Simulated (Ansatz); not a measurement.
## What internal relaxation does to the elastic constants of SnO2

Level of theory: DFT LDA, scalar-relativistic, plane waves, PAW in Ansatz 0.2.0. Settings: 420 eV plane-wave cutoff, Γ-centred 6×6×6 mesh, fixed occupations. No spin polarisation.

Equilibrium structure at this level:
```
Sn O
1.0
    -3.19049    3.33912    3.33912
     3.19049   -3.33912    3.33912
     3.19049    3.33912   -3.33912
Sn O
4 8
Direct
  0.00000 0.25000 0.75000
  0.00000 0.75000 0.25000
  0.50000 0.50000 0.50000
  0.50000 0.00000 0.00000
  0.19393 0.19393 0.50000
  0.69393 0.75000 0.94393
  0.19393 0.69393 0.00000
  0.30607 0.75000 0.55607
  0.69393 0.25000 0.44393
  0.30607 0.25000 0.05607
  0.80607 0.30607 0.00000
  0.80607 0.80607 0.50000
```

Clamped-ion constants (GPa, Voigt order; atoms follow the strain homogeneously):
```
450.3 159.6 159.6   0.0   0.0   0.0
159.6 422.8   7.4   0.0   0.0   0.0
159.6   7.4 422.8   0.0   0.0   0.0
  0.0   0.0   0.0  40.6   0.0   0.0
  0.0   0.0   0.0   0.0 115.5   0.0
  0.0   0.0   0.0   0.0   0.0 115.5
```

What are the constants once the atoms relax in each strained cell?

## Answers

```
430.5 155.5 155.5   0.0   0.0   0.0
155.5 418.8   9.8   0.0   0.0   0.0
155.5   9.8 418.8   0.0   0.0   0.0
  0.0   0.0   0.0  34.5   0.0   0.0
  0.0   0.0   0.0   0.0  94.5   0.0
  0.0   0.0   0.0   0.0   0.0  94.5
```
The Voigt shear modulus goes from 118.9 to 107.8 GPa and the Voigt bulk modulus from 216.6 to 212.2 GPa. Relaxation subtracts ΛᵀK⁻¹Λ/V, with Λ the forces that a strain puts on the atoms and K the zone-centre force constants. At a stable cell this can only lower the diagonal constants, and it acts only for strains that share their symmetry with an optical mode; elsewhere, and where the coupling is weak, the constants hardly move.

Cost: 2 runs of about 11 core-minutes in all, on Intel Xeon 6975P-C (Granite Rapids), AMD EPYC 7R43 (Zen 3) (shared hosts).